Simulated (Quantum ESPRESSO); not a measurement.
The system is SnO.

```xyz
4
Lattice="3.8137 0.0000 0.0000 0.0000 3.8137 0.0000 0.0000 0.0000 4.8869" Properties=species:S:1:pos:R:3 pbc="T T T"
Sn    1.9068    0.0000    3.7367
Sn    0.0000    1.9068    1.1503
O     0.0000    0.0000    0.0000
O     1.9068    1.9068    0.0000
```

The cell is a database's computed one.

Base run:

| Property | Result |
| --- | --- |
| Program | Quantum ESPRESSO 7.5 |
| Functional | r2SCAN |
| Potentials or basis | SG15 PBE 1.2 |
| Cutoff | 1197 eV |
| Density cutoff | 4789 eV |
| k mesh | 5 × 5 × 4 |
| Occupations | fermi-dirac, width 0.05 eV |
| Spin | no spin polarisation |

Its results: pressure -0.6 GPa; largest force 0.251 eV/Å.

Question: The run is repeated on the same cell with these changes: functional from r2SCAN to PBE; k mesh from 5 × 5 × 4 to 3 × 3 × 3. What comes out?

Answer: Pressure 3.2 GPa; largest force 0.391 eV/Å.

Several settings changed at once, so the effect can't be laid on one alone.

Caveats: some runs use coarse meshes; the potentials were made for another functional, which shifts forces and pressure (some runs).

Not every run made on this cell is shown here.
